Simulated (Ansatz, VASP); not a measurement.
Cu: VASP beside Ansatz

```
Cu
1.0
     0.00000    1.74553    1.74553
     1.74553    0.00000    1.74553
     1.74553    1.74553    0.00000
Cu
1
Direct
  0.00000 0.00000 0.00000
```

Change from the starting cell: volume scaled by 0.94, LAPW.

Alike in both runs: task single point; functional PBEsol; k mesh 18 × 18 × 18; occupations fermi-dirac, width 0.1 eV; no spin polarisation.

|  | VASP | Ansatz |
| --- | --- | --- |
| version | VASP 6.6.1 | Ansatz 0.2.0 |
| potentials or method | VASP PAW PBE potentials, release 64 (Cu), cutoff 520 eV | all-electron LAPW, scalar-relativistic |

```csv
,VASP,Ansatz,Ansatz less VASP
pressure (GPa),12.9,12.1,-0.73
```

Ansatz ran all-electron here, so the differences hold the error of VASP's frozen core and of both bases.

Caveats: the PAW data sets were made with another functional, which shifts forces and pressure a little (VASP).
